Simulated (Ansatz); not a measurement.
The system is Pb.

```
Pb
1.0
     3.48000    0.00000    0.00000
    -1.74000    3.01377    0.00000
     0.00000    0.00000    5.59000
Pb
2
Direct
  0.66667 0.33333 0.75000
  0.33333 0.66667 0.25000
```

This isn't the form of Pb at room conditions, which is fcc.

Base run:

- Program: Ansatz 0.2.0
- Functional: PBEsol
- Potentials or basis: all-electron LAPW, scalar-relativistic
- Cutoff: 161 eV (chosen from the basis error)
- Basis error allowed: 0.001 eV/atom
- k mesh: 9 × 9 × 5
- Occupations: fermi-dirac, width 0.05 eV
- Spin: no spin polarisation

Its results: pressure 1.1 GPa.

Q: The run is repeated on the same cell with these changes: functional from PBEsol to LDA. What comes out?

A: Pressure -0.6 GPa.

LDA binds more tightly than PBEsol, so the same cell stands under less pressure.
